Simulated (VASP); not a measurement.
# MoS2 (P6_3/mmc) in VASP: settings compared

One crystal, MoS2, is run at these levels: LDA, PBE, PBE+D3(BJ); tasks: relaxation of cell and atoms.

Everything below comes from runs of VASP 6.6.1. Logs are shortened: lines on timing, memory, paths and dates and some standing lists are left out, and cuts for length are marked.

### 1 Starting point

The structure is hexagonal, space group P6_3/mmc (No. 194). Conventional cell: a = 3.124 Å, b = 3.124 Å, c = 12.075 Å, α = 90.00°, β = 90.00°, γ = 120.00°. Mo (site symmetry -6m2) is surrounded by 6 S at 2.38 Å. S (site symmetry 3m) is surrounded by 3 Mo at 2.38 Å.

### 2 Relaxation of cell and atoms, LDA

Contents of INCAR:

```
SYSTEM = MoS2
PREC = Accurate
ENCUT = 600
EDIFF = 1E-7
ISMEAR = 0
SIGMA = 0.03
LREAL = .False.
LASPH = .True.
NELM = 80
ALGO = Normal
ISIF = 3
LWAVE = .False.
LCHARG = .False.
IBRION = 2
NSW = 90
EDIFFG = -0.005
KPAR = 2
```

Contents of KPOINTS:

```
regular mesh
0
Gamma
  12 12 3
  0 0 0
```

Contents of POSCAR:

```
MoS2                                    
1.0
    3.1240066815     -0.0000000000     -0.0000000000
   -1.5620033407      2.7054691478     -0.0000000000
    0.0000000000      0.0000000000     12.0745485866
  Mo              S             
     2     4
Direct
     0.3333333332999970    0.6666666667000030    0.2500000000000000
     0.6666666667000030    0.3333333332999970    0.7500000000000000
     0.3333333332999970    0.6666666667000030    0.6212407892581060
     0.6666666667000030    0.3333333332999970    0.1212407892581060
     0.3333333332999970    0.6666666667000030    0.8787592107418940
     0.6666666667000030    0.3333333332999970    0.3787592107418941
```

Potentials or basis: VASP PAW LDA potentials, release 64 (Mo_sv, S).

Command:

```sh
$ cat potpaw_LDA.64/Mo_sv/POTCAR potpaw_LDA.64/S/POTCAR > POTCAR
$ mpirun -np 2 vasp_std > vasp.out
```

OUTCAR:

```text
SYSTEM = MoS2
   PREC = Accurate
   ENCUT = 600
   EDIFF = 1E-7
   ISMEAR = 0
   LREAL = .False.
   LASPH = .True.
   NELM = 80
   ISIF = 3
   IBRION = 2
   NSW = 90
   EDIFFG = -0.005

 ion  position               nearest neighbor table
   1  0.333  0.667  0.250-   4 2.38   6 2.38   4 2.38   6 2.38   4 2.38   6 2.38
   2  0.667  0.333  0.750-   3 2.38   5 2.38   3 2.38   5 2.38   3 2.38   5 2.38
   3  0.333  0.667  0.621-   2 2.38   2 2.38   2 2.38
   4  0.667  0.333  0.121-   1 2.38   1 2.38   1 2.38
   5  0.333  0.667  0.879-   2 2.38   2 2.38   2 2.38
   6  0.667  0.333  0.379-   1 2.38   1 2.38   1 2.38

  LATTYP: Found a hexagonal cell.
 ALAT       =     3.1240066815
 C/A-ratio  =     3.8650841108

  Lattice vectors:

 A1 = (   3.1240066815,   0.0000000000,   0.0000000000)
 A2 = (  -1.5620033407,   2.7054691478,   0.0000000000)
 A3 = (   0.0000000000,   0.0000000000,  12.0745485866)

Analysis of symmetry for initial positions (statically):
=====================================================================
 Subroutine PRICEL returns:
 Original cell was already a primitive cell.

 Routine SETGRP: Setting up the symmetry group for a
 hexagonal supercell.

 Subroutine GETGRP returns: Found 24 space group operations
 (whereof 12 operations were pure point group operations)
 out of a pool of 24 trial point group operations.

The static configuration has the point symmetry D_3d.
 The point group associated with its full space group is D_6h.

Analysis of symmetry for dynamics (positions and initial velocities):
=====================================================================
 Subroutine PRICEL returns:
 Original cell was already a primitive cell.

 Routine SETGRP: Setting up the symmetry group for a
 hexagonal supercell.

 Subroutine GETGRP returns: Found 24 space group operations
 (whereof 12 operations were pure point group operations)
 out of a pool of 24 trial point group operations.

The dynamic configuration has the point symmetry D_3d.
 The point group associated with its full space group is D_6h.

 Subroutine INISYM returns: Found 24 space group operations
 (whereof 12 operations are pure point group operations),
 and found     1 'primitive' translations

----------------------------------------------------------------------------------------

                                     Primitive cell

  volume of cell :     102.0529

  direct lattice vectors                    reciprocal lattice vectors
     3.124006682  0.000000000  0.000000000     0.320101748  0.184810830  0.000000000
    -1.562003341  2.705469148  0.000000000     0.000000000  0.369621661  0.000000000
     0.000000000  0.000000000 12.074548587     0.000000000  0.000000000  0.082818831

  length of vectors
     3.124006682  3.124006681 12.074548587     0.369621661  0.369621661  0.082818831

  position of ions in fractional coordinates (direct lattice)
     0.333333333  0.666666667  0.250000000
     0.666666667  0.333333333  0.750000000
     0.333333333  0.666666667  0.621240789
     0.666666667  0.333333333  0.121240789
     0.333333333  0.666666667  0.878759211
     0.666666667  0.333333333  0.378759211

  ion indices of the primitive-cell ions
   primitive index   ion index
                 1           1
                 2           2
                 3           3
                 4           4
                 5           5
                 6           6

----------------------------------------------------------------------------------------

 KPOINTS: regular mesh

Automatic generation of k-mesh.
 Grid dimensions read from file:
 generate k-points for:   12   12    3

 Generating k-lattice:

  Cartesian coordinates                     Fractional coordinates (reciprocal lattice)
     0.026675146  0.015400903  0.000000000     0.083333333  0.000000000  0.000000000
     0.000000000  0.030801805  0.000000000     0.000000000  0.083333333  0.000000000
     0.000000000  0.000000000  0.027606277     0.000000000  0.000000000  0.333333333

  Length of vectors
     0.030801805  0.030801805  0.027606277

  Shift w.r.t. Gamma in fractional coordinates (k-lattice)
     0.000000000  0.000000000  0.000000000

 Subroutine IBZKPT returns following result:
 ===========================================

 Found     38 irreducible k-points:

 Following reciprocal coordinates:
            Coordinates               Weight
  0.000000  0.000000  0.000000      1.000000
  0.083333 -0.000000  0.000000      6.000000
  0.166667 -0.000000  0.000000      6.000000
  0.250000 -0.000000  0.000000      6.000000
  0.333333 -0.000000  0.000000      6.000000
  0.416667  0.000000  0.000000      6.000000
[... 16 lines left out ...]
  0.250000 -0.000000  0.333333     12.000000
  0.333333 -0.000000  0.333333     12.000000
 [... further k-points ...]
   k-points           NKPTS =     38   k-points in BZ     NKDIM =     38   number of bands    NBANDS=     31
   number of dos      NEDOS =    301   number of ions     NIONS =      6
   total plane-waves  NPLWV =  75264
   dimension x,y,z NGX =    28 NGY =   28 NGZ =   96
   dimension x,y,z NGXF=    56 NGYF=   56 NGZF=  192
   ions per type =               2   4
   NGX,Y,Z   is equivalent  to a cutoff of  14.90, 14.90, 13.22 a.u.
   NGXF,Y,Z  is equivalent  to a cutoff of  29.80, 29.80, 26.44 a.u.
 SYSTEM =  MoS2
   PREC   = accura    normal or accurate (medium, high low for compatibility)
   ISTART =      0    job   : 0-new  1-cont  2-samecut
   ICHARG =      2    charge: 1-file 2-atom 10-const
   ISPIN  =      1    spin polarized calculation?
   LNONCOLLINEAR =      F non collinear calculations
   LSORBIT =      F    spin-orbit coupling
   LASPH  =      T    aspherical Exc in radial PAW
   ENCUT  =  600.0 eV  44.10 Ry    6.64 a.u.   6.24  6.24 24.12*2*pi/ulx,y,z
   NELM   =     80;   NELMIN=  2; NELMDL= -5     # of ELM steps
   EDIFF  = 0.1E-06   stopping-criterion for ELM
   LREAL  =      F    real-space projection
   EDIFFG = -.5E-02   stopping-criterion for IOM
   NSW    =     90    number of steps for IOM
   IBRION =      2    ionic relax: 0-MD 1-quasi-New 2-CG
   NFREE  =      1    steps in history (QN), initial steepest desc. (CG)
   ISIF   =      3    stress and relaxation
   ISYM   =      2    0-nonsym 1-usesym 2-fastsym
   POTIM  = 0.5000    time-step for ionic-motion
   TEBEG  =    0.0;   TEEND  =   0.0 temperature during run
   PSTRESS=    0.0 pullay stress
   NELECT =      52.0000    total number of electrons
   NUPDOWN=      -1.0000    fix difference up-down
   EMIN   =  10.00;   EMAX   =-10.00  energy-range for DOS
   EFERMI =   0.00;   METHOD = LEGACY
   ISMEAR =     0;   SIGMA  =   0.03  broadening in eV -4-tet -1-fermi 0-gaus
   EFERMI_NEDOS =   21; number of points for ismear=-14 and -15
   IALGO  =     38    algorithm
   IMIX   =      4    mixing-type and parameters
     AMIX     =   0.40;   BMIX     =  1.00
     AMIX_MAG =   1.60;   BMIX_MAG =  1.00
  volume/ion in A,a.u.               =      17.01       114.78
  Fermi-wavevector in a.u.,A,eV,Ry     =   1.307578  2.470963 23.262685  1.709759
  Thomas-Fermi vector in A             =   2.438303
   LORBIT       =      0    0 simple, 1 ext, 2 COOP (PROOUT), +10 PAW based schemes
   GGA     = CA    functional components
   LHFCALC =     F    Hartree Fock is set to
   AEXX    =    0.0000 exact exchange contribution
   IVDW    =     0    specifies the selected vdW correction
   LEPSILON=     F    determine dielectric tensor
   LRPA    =     F    only Hartree local field effects (RPA)
 conjugate gradient relaxation of ions
 non-spin polarized calculation
 Gauss-broadening in eV      SIGMA  =   0.03
  energy-cutoff  :      600.00
  volume of cell :      102.05
 maximum number of plane-waves:      3426
 NGX is ok and might be reduce to    28
   NGX = 13   NGY = 13   NGZ = 49

--------------------------------------- Ionic step        1  -------------------------------------------

 number of electron      52.0000002 magnetization

 Free energy of the ion-electron system (eV)
  ---------------------------------------------------
  ext. energy  EPLUGINS =         0.00000000
  ---------------------------------------------------
  free energy    TOTEN  =       -48.95989979 eV

  energy without entropy =      -48.95989979  energy(sigma->0) =      -48.95989979

------------------------ aborting loop because EDIFF is reached ----------------------------------------

  FORCE on cell =-STRESS in cart. coord.  units (eV):
  Direction    XX          YY          ZZ          XY          YZ          ZX
  --------------------------------------------------------------------------------------
  -------------------------------------------------------------------------------------
  Total       -0.0519660     -0.0519660     -0.0622171     -0.0000000      0.0000000      0.0000000
  in kB       -0.8158395     -0.8158395     -0.9767765     -0.0000000      0.0000000      0.0000000
  external PRESSURE =      -0.8694852 kB  Pullay stress =       0.0000000 kB
[... 65 lines left out ...]
  energy  without entropy=      -48.9598455537  energy(sigma->0) =      -48.95984555

--------------------------------------- Ionic step        3  -------------------------------------------

 number of electron      52.0000002 magnetization

 Free energy of the ion-electron system (eV)
  ---------------------------------------------------
  ext. energy  EPLUGINS =         0.00000000
  ---------------------------------------------------
  free energy    TOTEN  =       -48.95991312 eV

  energy without entropy =      -48.95991312  energy(sigma->0) =      -48.95991312

 E-fermi :   8.2272     XC(G=0): -11.3778

 val. band max:        8.0579366280   @ k =   0.0000   0.0000   0.0000
 cond. band min:       8.7942394578   @ k =   0.1667   0.1667   0.0000
 fundamental gap:      0.7363028297
 Fermi energy:         8.2272086816

 k-point     1 :       0.0000    0.0000    0.0000
  band No.  band energies     occupation
      1     -53.1240      2.00000
      2     -53.1240      2.00000
      3     -27.5165      2.00000
      4     -27.5164      2.00000
      5     -27.2271      2.00000
      6     -27.2271      2.00000
[... 805 lines left out ...]
     30       9.9218      0.00000
     31      10.8173      0.00000

 [... further k-points ...]

------------------------ aborting loop because EDIFF is reached ----------------------------------------

  FORCE on cell =-STRESS in cart. coord.  units (eV):
  Direction    XX          YY          ZZ          XY          YZ          ZX
  --------------------------------------------------------------------------------------
  -------------------------------------------------------------------------------------
  Total       -0.0048527     -0.0048527      0.0001662     -0.0000000      0.0000000      0.0000000
  in kB       -0.0762154     -0.0762154      0.0026097     -0.0000000      0.0000000      0.0000000
  external PRESSURE =      -0.0499404 kB  Pullay stress =       0.0000000 kB
[... 21 lines left out ...]
  FREE ENERGIE OF THE ION-ELECTRON SYSTEM (eV)
  ---------------------------------------------------
  free  energy   TOTEN  =       -48.9599131162 eV

  energy  without entropy=      -48.9599131162  energy(sigma->0) =      -48.95991312

 reached required accuracy - stopping structural energy minimisation
```

Run time: 2.4 min. Hardware: 2 MPI ranks of Intel Xeon Platinum 8488C (Sapphire Rapids), shared host; peak memory 0.28 GiB.

Results:

- Free energy: -48.9599 eV
- Relaxed volume: 17.00 Å³/atom
- Relaxed cell: a = 3.124 Å, b = 3.124 Å, c = 12.073 Å, α = 90.00°, β = 90.00°, γ = 120.00°
- Space group after relaxing (to 0.05 Å): P6_3/mmc (No. 194)
- Energy gained by relaxing: 0.0 meV/atom
- Ionic steps: 3
- Pressure after relaxing: 0.0 GPa
- Band gap on the k mesh: 0.74 eV, indirect (least direct gap 1.76 eV)

Final structure:
```
Mo S
1.0
     3.12361    0.00000    0.00000
    -1.56180    2.70512    0.00000
     0.00000    0.00000   12.07269
Mo S
2 4
Direct
  0.33333 0.66667 0.25000
  0.66667 0.33333 0.75000
  0.33333 0.66667 0.62125
  0.66667 0.33333 0.12125
  0.33333 0.66667 0.87875
  0.66667 0.33333 0.37875
```

Caveat: an odd mesh through Γ misses points on the zone boundary, where band edges often lie.

### 3 Relaxation of cell and atoms, PBE, target pressure 9.6 GPa, at which the enthalpy is minimised

This run uses another cell than the first one, of 17.86 Å³/atom, 1.050 times its volume.

Contents of INCAR:

```
SYSTEM = MoS2
  PREC = Accurate
  ENCUT = 600
  EDIFF = 1E-6
  ISMEAR = 0
  SIGMA = 0.03
  LREAL = .False.
  LASPH = .True.
  NELM = 80
  ALGO = Normal
  ISIF = 3
  LWAVE = .False.
  LCHARG = .False.
  GGA = PE
  IBRION = 2
  NSW = 90
  EDIFFG = -0.01
  PSTRESS = 96.0
  KPAR = 2
```

Contents of KPOINTS:

```
Automatic mesh
0
Gamma
  12 12 3
  0 0 0
```

Contents of POSCAR:

```
MoS2
1.0
    3.1690000000      0.0000000000      0.0000000000
   -1.5845000000      2.7444345046      0.0000000000
    0.0000000000      0.0000000000     12.3240000000
Mo S
2 4
Direct
    0.3333333333      0.6666666667      0.2500000000
    0.6666666667      0.3333333333      0.7500000000
    0.3333333333      0.6666666667      0.6230000000
    0.6666666667      0.3333333333      0.1230000000
    0.3333333333      0.6666666667      0.8770000000
    0.6666666667      0.3333333333      0.3770000000
```

Potentials or basis: VASP PAW PBE potentials, release 64 (Mo_sv, S).

Command:

```sh
$ cat potpaw_PBE.64/Mo_sv/POTCAR potpaw_PBE.64/S/POTCAR > POTCAR
$ mpirun -np 2 vasp_std > vasp.out
```

It took 11 min on 2 MPI ranks of Intel Xeon Platinum 8259CL at 2.50GHz (Skylake/Cascade Lake), shared host; peak memory 0.34 GiB.

The run converged. Its results:

| Item | Value |
| --- | --- |
| Free energy | -43.2647 eV |
| Relaxed volume | 16.16 Å³/atom |
| Relaxed cell | a = 3.109 Å, b = 3.109 Å, c = 11.582 Å, α = 90.00°, β = 90.00°, γ = 120.00° |
| Space group after relaxing (to 0.05 Å) | P6_3/mmc (No. 194) |
| Energy change on relaxing (the enthalpy is what falls) | +58.5 meV/atom |
| Ionic steps | 11 |
| Pressure after relaxing | 9.5 GPa |
| Band gap on the k mesh | 0.53 eV, indirect (least direct gap 1.80 eV) |

The path:
```
step  energy change (eV)  largest force (eV/Å)  pressure (GPa)  volume (Å³)
   1              0.0000                0.0787            1.84       107.18
   2              1.0965                2.4111           27.90        94.32
   3              0.1563                0.6735            9.26       102.60
   4              0.2028                0.3131            9.27       100.88
   5              0.2626                0.0716            9.33        99.70
   6              0.3115                0.0965           10.13        98.14
   7              0.4003                0.1129           11.33        96.25
   8              0.2967                0.3494            6.28        98.18
   9              0.3520                0.0596            9.42        96.95
  10              0.3511                0.0267            9.62        96.95
  11              0.3509                0.0005            9.54        96.95
```

Final structure:
```cif
data_structure
_symmetry_space_group_name_H-M 'P 1'
_symmetry_Int_Tables_number 1
_cell_length_a 3.1090
_cell_length_b 3.1090
_cell_length_c 11.5822
_cell_angle_alpha 90.000
_cell_angle_beta 90.000
_cell_angle_gamma 120.000
_cell_volume 96.95
loop_
_atom_site_label
_atom_site_type_symbol
_atom_site_fract_x
_atom_site_fract_y
_atom_site_fract_z
_atom_site_occupancy
Mo1 Mo 0.33333 0.66667 0.25000 1
Mo2 Mo 0.66667 0.33333 0.75000 1
S1 S 0.33333 0.66667 0.61460 1
S2 S 0.66667 0.33333 0.11460 1
S3 S 0.33333 0.66667 0.88540 1
S4 S 0.66667 0.33333 0.38540 1
```

Levels at points of the mesh, in eV from the valence-band top:
| k point | band 23 | band 24 | band 25 | band 26 | band 27 | band 28 | band 29 | band 30 |
| --- | --- | --- | --- | --- | --- | --- | --- | --- |
| (0.00, 0.00, 0.00) | -2.25 | -1.60 | -0.88 | 0.00 | 1.99 | 1.99 | 2.05 | 2.05 |
| (0.50, 0.00, 0.00) | -2.00 | -1.75 | -1.55 | -1.51 | 1.58 | 1.67 | 1.89 | 2.35 |

Caveat: the cell is relaxed towards a set pressure, so the enthalpy falls and the energy may rise; an odd mesh through Γ misses points on the zone boundary, where band edges often lie; this functional lacks dispersion, which binds the layers, so the pressure and a relaxed spacing across them are unreliable. A hybrid or GW would open this gap; PBE tends to underestimate it.

(Continued in part 2 of 2.)
